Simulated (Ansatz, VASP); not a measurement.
# NaCl: VASP beside Ansatz

```
CELL_PARAMETERS angstrom
3.53323 0.00000 0.00000
0.00000 3.53323 0.00000
0.00000 0.00000 3.45955
ATOMIC_POSITIONS crystal
Na 0.00000 0.00000 0.00000
Cl 0.50000 0.50000 0.50000
```

Change from the starting cell: biaxial_xy strain +2.1%.

Alike in both runs: task single point; functional r2SCAN; k mesh 8 × 8 × 8; no spin polarisation.

|  | VASP | Ansatz |
| --- | --- | --- |
| version | VASP 6.6.1 | Ansatz 0.2.0 |
| potentials or method | VASP PAW PBE potentials, release 64 (Na_pv, Cl) | plane waves, PAW |
| plane-wave cutoff (eV) | 520 | 500 |
| occupations | gaussian, width 0.01 eV | fixed |
| valence electrons in the cell | 14 | 16 |

```csv
,VASP,Ansatz,Ansatz less VASP
gap on the k mesh at the Fermi level (eV),4.70,4.67,-0.033
pressure (GPa),-1.3,-1.1,+0.24
largest component of the traceless stress (GPa),1.12,1.13,+0.015
```

The two sets of potentials don't hold the same shells in valence.

Caveats: the PAW data sets were made with another functional, which shifts forces and pressure a little (VASP). A k mesh can miss the band edges.
